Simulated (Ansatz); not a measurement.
Cubic perovskite BaSnO3 was calculated with PBEsol in Ansatz (PAW).

Settings: plane-wave cutoff 520 eV, 8×8×8 k mesh, Fermi–Dirac smearing 0.01 eV, scalar-relativistic PAW data made under PBE.

The volume scan:

| V (Å³/atom) | E − E_lowest (meV/atom) | P (GPa) |
|---|---|---|
| 13.167 | 26.84 | 10.87 |
| 13.447 | 11.44 | 6.81 |
| 13.727 | 2.74 | 3.21 |
| 14.007 | 0.00 | 0.00 |
| 14.287 | 2.54 | -2.85 |
| 14.568 | 9.79 | -5.38 |
| 14.848 | 21.19 | -7.62 |

Q: Estimate the bulk modulus and its pressure derivative from these points.

A: V0 = 14.007 Å³/atom, B0 = 151 GPa, B′ = 4.9 (fit to the energies at full precision).

Measured, for comparison: equilibrium volume per atom 13.95 Å³/atom (temperature not stated, not corrected to a static lattice; as tabulated in Lee et al. (2017), arXiv:1707.09778). Computed (rounded) less measured: equilibrium volume per atom +0.4 %.

Spin–orbit coupling is not included.

Computed values are for the static lattice.

It cost very roughly 70 core-seconds of CPU time.

Ansatz is a program for electronic structure.
